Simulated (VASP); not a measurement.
Set up this calculation in VASP 6.6.1, as the native input.

| Property | Result |
| --- | --- |
| Task | single point |
| Functional | SCAN |
| Potentials or basis | VASP PAW PBE potentials, release 64 (Al, O) |
| Cutoff | 520 eV |
| k mesh | 4 × 4 × 4 |
| Occupations | fermi-dirac, width 0.05 eV |
| Spin | no spin polarisation |
| Further INCAR settings | ALGO = Normal; EDIFF = 1e-07 |

The structure of Al2O3 lies in POSCAR:

```
Al2O3
1.0
    2.7481872800      0.0000000000      4.3310000000
   -1.3740936400      2.3800000000      4.3310000000
   -1.3740936400     -2.3800000000      4.3310000000
Al O
4 6
Direct
    0.3522000000      0.3522000000      0.3522000000
    0.1478000000      0.1478000000      0.1478000000
    0.6478000000      0.6478000000      0.6478000000
    0.8522000000      0.8522000000      0.8522000000
    0.5563000000     -0.0563000000      0.2500000000
   -0.0563000000      0.2500000000      0.5563000000
    0.2500000000      0.5563000000     -0.0563000000
    0.4437000000      1.0563000000      0.7500000000
    1.0563000000      0.7500000000      0.4437000000
    0.7500000000      0.4437000000      1.0563000000
```

The cell was built by a generator and needn't be a form met in nature.

The input as run:

INCAR

```
PREC = Accurate
ENCUT = 520
EDIFF = 1E-7
ISMEAR = -1
SIGMA = 0.05
LREAL = F
LASPH = T
NELM = 100
ALGO = Normal
ISIF = 2
LWAVE = F
LCHARG = F
METAGGA = SCAN
LMIXTAU = T
```

KPOINTS

```
Automatic mesh
0
Gamma
  4 4 4
```

Potentials or basis: VASP PAW PBE potentials, release 64 (Al, O).

Launch:

```console
$ cat potpaw_PBE.64/Al/POTCAR potpaw_PBE.64/O/POTCAR > POTCAR
$ mpirun -np 1 vasp_std > vasp.out
```

Results of the run:

- Pressure: -1.8 GPa
- Largest force: 0.075 eV/Å
- Band gap on the k mesh: 7.09 eV, direct

Caveat: the PAW data sets were made with another functional, which shifts forces and pressure a little.

Wall time 120 s on 1 thread of Intel(R) Xeon(R) 6975P-C (Granite Rapids) (shared host), peak memory 0.26 GiB.
